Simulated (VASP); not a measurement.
# TiNi (Pm-3m) in VASP: single point with PBEsol

Aim: the single point of TiNi with PBEsol.

Program: VASP 6.6.1. These are calculated values, not measurements. Logs are shortened: lines on timing, memory, paths and dates and some standing lists are left out, and cuts for length are marked.

### 1 Starting point

It takes space group Pm-3m (No. 221, cubic). Conventional cell: a = 3.015 Å, b = 3.015 Å, c = 3.015 Å, α = 90.00°, β = 90.00°, γ = 90.00°. Ti (site symmetry m-3m) is surrounded by 8 Ni at 2.61 Å. Around Ni (site symmetry m-3m) lie 8 Ti at 2.61 Å.

### 2 Single point, PBEsol, collinear spin, typed start

Contents of INCAR:

```
  PREC = Accurate
  ENCUT = 520
  EDIFF = 1E-6
  ISMEAR = 0
  SIGMA = 0.1
  LREAL = False
  LASPH = True
  NELM = 150
  ALGO = Normal
  ISIF = 2
  LWAVE = False
  LCHARG = False
  ISPIN = 2
  MAGMOM = 0 2
  LORBIT = 11
  LMAXMIX = 4
  GGA = PS
  NBANDS = 22
```

Contents of KPOINTS:

```
Automatic mesh
0
Gamma
  6 6 6
```

Contents of POSCAR:

```
TiNi
1.0
    3.0150000000      0.0000000000      0.0000000000
    0.0000000000      3.0150000000      0.0000000000
    0.0000000000      0.0000000000      3.0150000000
Ti Ni
1 1
Direct
    0.5000000000      0.5000000000      0.5000000000
    0.0000000000      0.0000000000      0.0000000000
```

Potentials or basis: VASP PAW PBE potentials, release 64 (Ti_sv, Ni).

On the command line:

```bash
$ cat potpaw_PBE.64/Ti_sv/POTCAR potpaw_PBE.64/Ni/POTCAR > POTCAR
$ mpirun -np 1 vasp_std > vasp.out
```

OUTCAR:

```text
PREC = Accurate
   ENCUT = 520
   EDIFF = 1E-6
   ISMEAR = 0
   LREAL = False
   LASPH = True
   NELM = 150
   ISIF = 2
   ISPIN = 2
   LORBIT = 11
   GGA = PS

 ion  position               nearest neighbor table
   1  0.500  0.500  0.500-   2 2.61   2 2.61   2 2.61   2 2.61   2 2.61   2 2.61   2 2.61   2 2.61

   2  0.000  0.000  0.000-   1 2.61   1 2.61   1 2.61   1 2.61   1 2.61   1 2.61   1 2.61   1 2.61

  LATTYP: Found a simple cubic cell.
 ALAT       =     3.0150000000

  Lattice vectors:

 A1 = (   3.0150000000,   0.0000000000,   0.0000000000)
 A2 = (   0.0000000000,   3.0150000000,   0.0000000000)
 A3 = (   0.0000000000,   0.0000000000,   3.0150000000)

Analysis of symmetry for initial positions (statically):
=====================================================================
 Subroutine PRICEL returns:
 Original cell was already a primitive cell.

 Routine SETGRP: Setting up the symmetry group for a
 simple cubic supercell.

 Subroutine GETGRP returns: Found 48 space group operations
 (whereof 48 operations were pure point group operations)
 out of a pool of 48 trial point group operations.

The static configuration has the point symmetry O_h .

Analysis of symmetry for dynamics (positions and initial velocities):
=====================================================================
 Subroutine PRICEL returns:
 Original cell was already a primitive cell.

 Routine SETGRP: Setting up the symmetry group for a
 simple cubic supercell.

 Subroutine GETGRP returns: Found 48 space group operations
 (whereof 48 operations were pure point group operations)
 out of a pool of 48 trial point group operations.

The dynamic configuration has the point symmetry O_h .

Analysis of structural, dynamic, and magnetic symmetry:
=====================================================================
 Subroutine PRICEL returns:
 Original cell was already a primitive cell.

 Routine SETGRP: Setting up the symmetry group for a
 simple cubic supercell.

 Subroutine GETGRP returns: Found 48 space group operations
 (whereof 48 operations were pure point group operations)
 out of a pool of 48 trial point group operations.

The overall configuration has the point symmetry O_h .

 Subroutine INISYM returns: Found 48 space group operations
 (whereof 48 operations are pure point group operations),
 and found     1 'primitive' translations

----------------------------------------------------------------------------------------

                                     Primitive cell
[... 109 lines left out ...]
  Thomas-Fermi vector in A             =   2.630176
   LORBIT       =     11    0 simple, 1 ext, 2 COOP (PROOUT), +10 PAW based schemes
   GGA     = PS    functional components
   LHFCALC =     F    Hartree Fock is set to
   AEXX    =    0.0000 exact exchange contribution
   IVDW    =     0    specifies the selected vdW correction
   LEPSILON=     F    determine dielectric tensor
   LRPA    =     F    only Hartree local field effects (RPA)
 spin polarized calculation
 Gauss-broadening in eV      SIGMA  =   0.10
  energy-cutoff  :      520.00
  volume of cell :       27.41
 maximum number of plane-waves:       756
 NGX is ok and might be reduce to    24
   NGX = 11   NGY = 11   NGZ = 11

 number of electron      21.9999993 magnetization       0.6024423

 Free energy of the ion-electron system (eV)
  ---------------------------------------------------
  ext. energy  EPLUGINS =         0.00000000
  ---------------------------------------------------
  free energy    TOTEN  =       -15.15953906 eV

  energy without entropy =      -15.14373392  energy(sigma->0) =      -15.15163649

 E-fermi :   9.1659     XC(G=0): -12.5158

 val. band max:        9.1514369712   @ k =   0.5000   0.1667   0.0000
 cond. band min:       9.2046211640   @ k =   0.1667   0.0000   0.0000
 fundamental gap:      0.0531841929
 Fermi energy:         9.1658862084

 spin component 1

 k-point     1 :       0.0000    0.0000    0.0000
  band No.  band energies     occupation
      1     -47.9428      1.00000
      2     -24.1470      1.00000
      3     -24.1470      1.00000
      4     -24.1470      1.00000
      5       1.3438      1.00000
      6       5.2387      1.00000
[... 489 lines left out ...]
     21      18.4542      0.00000
     22      22.2550      0.00000
 Fermi energy:         9.1658862084

 spin component 2

 k-point     1 :       0.0000    0.0000    0.0000
  band No.  band energies     occupation
      1     -47.6616      1.00000
      2     -23.8644      1.00000
      3     -23.8644      1.00000
      4     -23.8644      1.00000
      5       1.4923      1.00000
      6       5.5070      1.00000
[... 489 lines left out ...]
     21      18.6149      0.00000
     22      22.5088      0.00000

------------------------ aborting loop because EDIFF is reached ----------------------------------------

  FORCE on cell =-STRESS in cart. coord.  units (eV):
  Direction    XX          YY          ZZ          XY          YZ          ZX
  --------------------------------------------------------------------------------------
  -------------------------------------------------------------------------------------
  Total       -1.1843295     -1.1843295     -1.1843295      0.0000000      0.0000000      0.0000000
  in kB      -69.2342781    -69.2342781    -69.2342781      0.0000000      0.0000000      0.0000000
  external PRESSURE =     -69.2342781 kB  Pullay stress =       0.0000000 kB

 VOLUME and BASIS-vectors are now :
 -----------------------------------------------------------------------------
  energy-cutoff  :      520.00
  volume of cell :       27.41
      direct lattice vectors                 reciprocal lattice vectors
     3.015000000  0.000000000  0.000000000     0.331674959  0.000000000  0.000000000
     0.000000000  3.015000000  0.000000000     0.000000000  0.331674959  0.000000000
     0.000000000  0.000000000  3.015000000     0.000000000  0.000000000  0.331674959

 POSITION                                       TOTAL-FORCE (eV/Angst)
 -----------------------------------------------------------------------------------
      1.50750      1.50750      1.50750         0.000000      0.000000      0.000000
      0.00000      0.00000      0.00000         0.000000      0.000000      0.000000
 -----------------------------------------------------------------------------------
    total drift:                                0.000000      0.000000     -0.000000

  FREE ENERGIE OF THE ION-ELECTRON SYSTEM (eV)
  ---------------------------------------------------
  free  energy   TOTEN  =       -15.1595390631 eV

  energy  without entropy=      -15.1437339203  energy(sigma->0) =      -15.15163649

 total charge

# of ion       s       p       d       tot
------------------------------------------
    1        2.235   6.156   1.842  10.232
    2        0.572   0.460   8.311   9.343
--------------------------------------------------
tot          2.806   6.616  10.153  19.575

 magnetization (x)

# of ion       s       p       d       tot
------------------------------------------
    1        0.007   0.008   0.287   0.302
    2        0.008   0.023   0.190   0.221
--------------------------------------------------
tot          0.015   0.031   0.477   0.523
```

stdout:

```text
POSCAR found type information on POSCAR TiNi
 POSCAR found :  2 types and       2 ions
 scaLAPACK will be used
 -----------------------------------------------------------------------------
|                                                                             |
|                                                                             |
|     You enforced a specific xc type in the INCAR file but a different       |
|     I HOPE YOU KNOW WHAT YOU ARE DOING!                                     |
|                                                                             |
 -----------------------------------------------------------------------------

 LDA part: xc-table for (Slater+PW92), standard interpolation
 POSCAR, INCAR and KPOINTS ok, starting setup
 FFT: planning ... GRIDC
 FFT: planning ... GRID_SOFT
 FFT: planning ... GRID
 WAVECAR not read
 entering main loop
```

It took 13 s on 1 thread of Intel Xeon 6975P-C (Granite Rapids), shared host; peak memory 0.15 GiB.

What came out:

```
Free energy                                           : -15.1595 eV
Pressure                                              : -6.9 GPa
Band gap on the k mesh                                : none (metal or under the smearing width)
Net moment                                            : 0.60 μB per cell
Site moments                                          : Ti +0.30; Ni +0.22 μB
Valence electrons inside the program's atomic spheres : Ti 10.23; Ni 9.34
```

Levels at points of the mesh, in eV from the Fermi level:
Spin up:
```
           k point  band 8  band 9  band 10  band 11  band 12  band 13  band 14  band 15
(0.00, 0.00, 0.00)   -2.05   -2.05    -2.05     0.25     0.25     2.40     2.40     2.40
(0.50, 0.00, 0.00)   -2.15   -2.15    -1.75    -0.86    -0.80     0.51     0.51     2.05
(0.50, 0.50, 0.00)   -2.78   -1.46    -0.91     0.35     0.35     0.74     2.10     2.10
(0.50, 0.50, 0.50)   -2.18   -2.18    -2.18    -1.44    -1.44     2.88     2.88     5.91
```
Spin down:
```tsv
k point	band 8	band 9	band 10	band 11	band 12	band 13	band 14	band 15
(0.00, 0.00, 0.00)	-1.90	-1.90	-1.90	0.59	0.59	2.65	2.65	2.65
(0.50, 0.00, 0.00)	-2.01	-2.01	-1.61	-0.54	-0.51	0.75	0.75	2.31
(0.50, 0.50, 0.00)	-2.63	-1.14	-0.62	0.50	0.50	1.02	2.34	2.34
(0.50, 0.50, 0.50)	-1.99	-1.99	-1.99	-1.12	-1.12	3.21	3.21	6.02
```

Caveat: the PAW data sets were made with another functional, which shifts forces and pressure a little.
